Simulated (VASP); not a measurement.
A run of VASP 6.6.1 is set up as follows.

The input INCAR:

```
SYSTEM = AlN
ALGO = Normal
EDIFF = 1E-7
EDIFFG = -0.01
ENCUT = 600
IBRION = 2
ISIF = 4
ISMEAR = 0
LASPH = .TRUE.
LCHARG = .FALSE.
LMIXTAU = .TRUE.
LREAL = .FALSE.
LWAVE = .FALSE.
METAGGA = R2SCAN
NELM = 80
NSW = 40
PREC = Accurate
SIGMA = 0.03
```

Contents of KPOINTS:

```
k-points
0
G
  12 12 6
  0 0 0
```

File POSCAR:

```
AlN                                     
1.0
    3.1662128748      0.0000000000     -0.0000000000
   -1.5831064374      2.7420207834      0.0000000000
    0.0000000000      0.0000000000      5.0742148903
  Al              N             
     2     2
Direct
     0.3333333332999970    0.6666666667000030    0.9992188694120607
     0.6666666667000030    0.3333333332999970    0.4992188694120607
     0.3333333332999970    0.6666666667000030    0.3807811305879418
     0.6666666667000030    0.3333333332999970    0.8807811305879418
```

Potentials or basis: VASP PAW PBE potentials, release 64 (Al, N).

Command:

```console
$ cat potpaw_PBE.64/Al/POTCAR potpaw_PBE.64/N/POTCAR > POTCAR
$ mpirun -np 1 vasp_std > vasp.out
```

Q: Predict the band gap on the k mesh.

A: 4.42 eV, direct.

Q: What does it give for the energy gained by relaxing?

A: 0.1 meV/atom.

Forces in eV/Å, atoms in the order of the input:
```
Al   0.000  0.000 -0.008
Al   0.000  0.000 -0.008
N    0.000  0.000  0.008
N    0.000  0.000  0.008
```

Caveat: the PAW data sets were made with another functional, which shifts forces and pressure a little. A k mesh can miss the band edges.
